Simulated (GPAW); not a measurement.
The system is TiCo.

```
CELL_PARAMETERS angstrom
2.98611 0.00000 0.00000
0.00000 2.98611 0.00000
0.00000 0.00000 2.98611
ATOMIC_POSITIONS crystal
Co 0.50000 0.50000 0.50000
Ti 0.00000 0.00000 0.00000
```

The cell comes from a database or a generator and needn't be the stable form of this composition.

Base run:

* Program: GPAW 26.7.0
* Functional: PBEsol
* Potentials or basis: PAW data sets generated in the run's folder for this functional
* Cutoff: 600 eV
* Basis: pw
* k mesh: 9 × 9 × 9
* Occupations: fermi-dirac, width 0.05 eV
* Spin: collinear spin, ferromagnetic start
* Starting moments: [3.5, 2.5] μB

Its results: band gap on the k mesh none (metal or under the smearing width); pressure -8.5 GPa.

Q: After a change of settings the same cell gave: band gap on the k mesh none (metal or under the smearing width); pressure -9.7 GPa. Which change was it?
A. spin from collinear spin, ferromagnetic start to no spin polarisation
B. spin from collinear spin, ferromagnetic start to collinear spin, antiferromagnetic start; moments at the start from [3.5, 2.5] to [3.5, -2.5]
C. moments at the start from [3.5, 2.5] to [2.0, 1.0]
D. spin from collinear spin, ferromagnetic start to collinear spin, antiferromagnetic start; moments at the start from [3.5, 2.5] to [2.0, -1.0]

A: A.
